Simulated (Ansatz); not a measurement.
# Au: the cost of one run

Program: Ansatz 0.2.0. Level of theory: DFT PBE, scalar-relativistic, plane waves, PAW. These are calculated values, not measurements.

1 further run of the same task is left out (set aside as unsound or not needed).

### Step 1. The structure to begin with

The structure is tetragonal, space group I4/mmm (No. 139). Conventional cell: a = 2.951 Å, b = 2.951 Å, c = 2.759 Å, α = 90.00°, β = 90.00°, γ = 90.00°. Around Cu (site symmetry 4/mmm) lie 10 Cu at 2.50 to 2.76 Å.

As a file:

```
Cu
1.0
    -1.47553    1.47553    1.37956
     1.47553   -1.47553    1.37956
     1.47553    1.47553   -1.37956
Cu
1
Cartesian
  0.0000 0.0000 0.0000
```

It goes back to an entry of the Materials Project, which need not be the stable form.

It is the result of an earlier relaxation at this level (volume 12.01 Å³/atom; gap on the mesh: none (metal)).

### Step 2. The substitution Cu → Au

Au starts from the relaxed positions of Cu, with all lengths scaled by 1.020, a guess from tabulated radii.

### Step 3. A first look at the start (Au)

Contents of input.yaml:

```yaml
crystal:
  lattice:
    - [-1.5055295854, 1.5055295854, 1.4076028036]
    - [1.5055295854, -1.5055295854, 1.4076028036]
    - [1.5055295854, 1.5055295854, -1.4076028036]
  atoms:
    - { symbol: Au, position: [0.0, 0.0, 0.0] }
basis:
  ecutwfc: 420
kpoints:
  mp_grid: { grid: [8, 8, 8] }
hamiltonian:
  xc: pbe
scf:
  occupations: { method: gaussian, width: 0.1 }
output:
  forces: true
  stress: true
  eigenvalues: true
```

The run is started by

```
> ansatz run input.yaml --threads 1 --pin off --max-ram 1331MiB --backend cpu --events-out ev --progress --plain --runs-dir out
```

What time and memory should one allow on 1 thread of an Arm CPU, shared host?

About 1.4 s, with a peak of 0.3 GiB.
